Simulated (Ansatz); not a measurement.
Rutile GeO2, treated with r²SCAN (plane waves, PAW; Ansatz, a quantum-chemistry and plane-wave program).

Run with plane-wave cutoff 500 eV, 6×6×1 k mesh (along the axes of the cell as run), gaussian smearing 0.02 eV, scalar-relativistic PAW data made under PBE.

What does this level give for the surface energy of the (101) face and ionisation potential of the slab?


- surface energy of the (101) face: 1.77 J/m²
- ionisation potential of the slab: 7.63 eV

The slab of 36 atoms is relaxed and unreconstructed.

Static lattice: no zero-point or thermal effects.
